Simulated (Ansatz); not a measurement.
The system is NiO2.

```
Ni O
1.0
     2.79878    0.00000    0.00000
    -1.39939    2.42382    0.00000
     0.00000    0.00000    4.61827
Ni O
1 2
Direct
  0.00000 0.00000 0.50000
  0.33333 0.66667 0.29396
  0.66667 0.33333 0.70604
```

The cell comes from a database or a generator and needn't be the stable form of this composition.

```yaml
Program: Ansatz 0.2.0
Task: relaxation of cell and atoms
Functional: PBEsol
Potentials_or_basis: Ansatz PAW
Cutoff: 420 eV
Density_cutoff: 1680 eV
k_mesh: 8 × 8 × 4
Occupations: cold, width 0.025 eV
Spin: collinear spin, ferromagnetic start
Starting_moments: "[1.0, 0.0, 0.0] μB"
Hubbard_terms: Ni d U = 8 eV
```

At the start: pressure -5.4 GPa; volume 10.44 Å³/atom.

**Question.** How do energy, volume and symmetry change on relaxing?

**Answer.** Over 10 steps the energy falls by 5.5 meV/atom and the volume is 10.31 Å³/atom (-1.3 %); space group P-3m1 (No. 164, to 0.05 Å); moment 0.00 μB per cell.

The path:
```tsv
step	energy change (eV)	largest force (eV/Å)	pressure (GPa)	volume (Å³)
1	0.0000	0.4874	-5.36	31.33
2	-0.0075	0.3469	-4.00	31.22
3	-0.0148	0.0993	-1.55	31.03
4	-0.0144	0.1859	1.41	30.81
5	-0.0147	0.1723	1.30	30.81
6	-0.0151	0.1461	1.08	30.83
7	-0.0156	0.1093	0.78	30.85
8	-0.0160	0.0649	0.42	30.87
9	-0.0163	0.0164	0.05	30.89
10	-0.0165	0.0302	-0.30	30.92
```

Final structure:
```xyz
3
Lattice="2.7813 0.0000 0.0000 -1.3907 2.4087 0.0000 0.0000 0.0000 4.6148" Properties=species:S:1:pos:R:3 pbc="T T T"
Ni    0.0000    0.0000    2.3074
O     0.0000    1.6058    1.3715
O     1.3907    0.8029    3.2433
```

Caveat: the magnetic or orbital state may not be the lowest; the pressure holds a Pulay correction of +1.0 GPa for the finite cutoff; the starting moments weren't kept.
